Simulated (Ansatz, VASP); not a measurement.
**One calculation of NaCl, two programs**

The input INCAR:

```
  PREC = Accurate
  ENCUT = 520
  EDIFF = 1E-6
  ISMEAR = -1
  SIGMA = 0.05
  LREAL = False
  LASPH = True
  NELM = 60
  ALGO = Normal
  ISIF = 2
  LWAVE = False
  LCHARG = False
  NBANDS = 14
```

The input KPOINTS:

```
Automatic mesh
0
Gamma
  8 8 8
```

POSCAR

```
NaCl
1.0
    0.0000000000      2.7940632177      2.7940632177
    2.7940632177      0.0000000000      2.7940632177
    2.7940632177      2.7940632177      0.0000000000
Cl Na
1 1
Direct
    0.5000000000      0.5000000000      0.5000000000
    0.0000000000      0.0000000000      0.0000000000
```

input.yaml

```yaml
crystal:
  lattice:
    - [0.0, 2.7940632177, 2.7940632177]
    - [2.7940632177, 0.0, 2.7940632177]
    - [2.7940632177, 2.7940632177, 0.0]
  atoms:
    - { symbol: Cl, position: [0.5, 0.5, 0.5] }
    - { symbol: Na, position: [0.0, 0.0, 0.0] }
kpoints:
  mp_grid: { grid: [8, 8, 8] }
  band_path:
    path:
      - [0.0, 0.0, 0.0]
      - [0.5, 0.0, 0.5]
      - [0.5, 0.25, 0.75]
      - [0.375, 0.375, 0.75]
      - [0.0, 0.0, 0.0]
      - [0.5, 0.5, 0.5]
      - [0.625, 0.25, 0.625]
      - [0.5, 0.25, 0.75]
    npoints: 10
scf:
  occupations: { method: fermi_dirac, width: 0.05 }
hamiltonian:
  xc: lda
  pseudopotentials: { kind: all_electron, lapw: { basis_error: 0.001 } }
output:
  forces: true
  stress: true
  eigenvalues: true
```

The cell is a database's computed one.

Alike in both runs: functional LDA; k mesh 8 × 8 × 8; occupations fermi-dirac, width 0.05 eV; no spin polarisation.

|  | VASP | Ansatz |
| --- | --- | --- |
| version | VASP 6.6.1 | Ansatz 0.2.0 |
| potentials or method | VASP PAW LDA potentials, release 64 (Cl, Na_pv) | all-electron LAPW, scalar-relativistic |
| plane-wave cutoff (eV) | 520 | see its input |
| task | single point | band structure |

|  | VASP | Ansatz | Ansatz less VASP |
| --- | --- | --- | --- |
| gap on the k mesh at the Fermi level (eV) | 4.80 | 4.80 | -0.005 |
| least direct gap on the mesh (eV) | 4.80 | 4.80 | -0.005 |
| pressure (GPa) | -1.8 | -1.8 | -0.01 |

Ansatz ran all-electron here, so the differences hold the error of VASP's frozen core and of both bases.

As with any semilocal functional, this LDA gap is likely too small.
